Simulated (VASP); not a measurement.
Write the native input for VASP 6.6.1 that does the following.

| Item | Value |
| --- | --- |
| Task | relaxation of cell and atoms |
| Functional | PBEsol |
| Dispersion | D4 |
| Potentials or basis | VASP PAW PBE potentials, release 64 (Al) |
| Cutoff | 600 eV |
| k mesh | 11 × 11 × 11 |
| Occupations | fermi-dirac, width 0.05 eV |
| Spin | no spin polarisation |
| Further INCAR settings | ALGO = Fast; EDIFF = 1e-06; IBRION = 2; EDIFFG = -0.005; NSW = 40; ISIF = 3 |

The structure of Al lies in POSCAR:

```
Al
1.0
    0.0000000000      2.0248050000      2.0248050000
    2.0248050000      0.0000000000      2.0248050000
    2.0248050000      2.0248050000      0.0000000000
Al
1
Direct
    0.0000000000      0.0000000000      0.0000000000
```

The input as run:

INCAR

```
SYSTEM = Al
PREC = Accurate
ENCUT = 600
EDIFF = 1E-6
ISMEAR = -1
SIGMA = 0.05
LREAL = .FALSE.
LASPH = .TRUE.
NELM = 60
ALGO = Fast
ISIF = 3
LWAVE = .FALSE.
LCHARG = .FALSE.
GGA = PS
IVDW = 13
IBRION = 2
NSW = 40
EDIFFG = -0.005
```

KPOINTS

```
Automatic mesh
0
G
  11 11 11
  0 0 0
```

Potentials or basis: VASP PAW PBE potentials, release 64 (Al).

Command:

```bash
$ cat potpaw_PBE.64/Al/POTCAR > POTCAR
$ mpirun -np 1 vasp_std > vasp.out
```

Results of the run:

```json
{
 "Relaxed volume": "15.85 Å³/atom",
 "Relaxed cell": "a = 2.820 Å, b = 2.820 Å, c = 2.820 Å, α = 60.00°, β = 60.00°, γ = 60.00°",
 "Space group after relaxing (to 0.05 Å)": "Fm-3m (No. 225)",
 "Energy gained by relaxing": "9.0 meV/atom",
 "Ionic steps": "3",
 "Pressure after relaxing": "0.0 GPa",
 "Band gap on the k mesh": "none (metal or under the smearing width)",
 "Dispersion energy per atom": "-0.208 eV"
}
```

Caveat: the PAW data sets were made with another functional, which shifts forces and pressure a little; pairwise dispersion overbinds metals, which lowers pressure and volume.

Wall time 15 s on 1 thread of AMD EPYC 7R43 64-Core Processor (Zen 3), on a shared host, peak memory 0.1 GiB.
